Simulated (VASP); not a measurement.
C3H4, 7 atoms in the cell. The cell holds a molecule in a box, 7 atoms: a = 14.193 Å, b = 14.693 Å, c = 15.193 Å, α = 90.00°, β = 90.00°, γ = 90.00°. 

- Program: VASP 6.6.1
- Task: relaxation of the atoms
- Functional: LDA
- Potentials or basis: VASP PAW LDA potentials, release 64 (C, H)
- Cutoff: 400 eV
- k mesh: 1 × 1 × 1
- Occupations: gaussian, width 0.01 eV
- Spin: no spin polarisation
- Atoms held fixed (from 0): [0]
- Further INCAR settings: ALGO = Normal; EDIFF = 1e-07; ISYM = 0; IBRION = 2; EDIFFG = -0.03; NSW = 120

Potentials or basis: VASP PAW LDA potentials, release 64 (C, H).

Command:

```console
$ cat potpaw_LDA.64/C/POTCAR potpaw_LDA.64/H/POTCAR > POTCAR
$ mpirun -np 1 vasp_gam > vasp.out
```

Hardware: 1 thread of Intel(R) Xeon(R) Platinum 8488C (Sapphire Rapids), with other jobs on the host.

**Question.** How long does it take, and how much memory?

**Answer.** Run time: 7.4 min on 1 thread of Intel(R) Xeon(R) Platinum 8488C (Sapphire Rapids), on a shared host, peak memory 1.1 GiB. Counts: scf iterations 203, k points 1, ion steps 14.
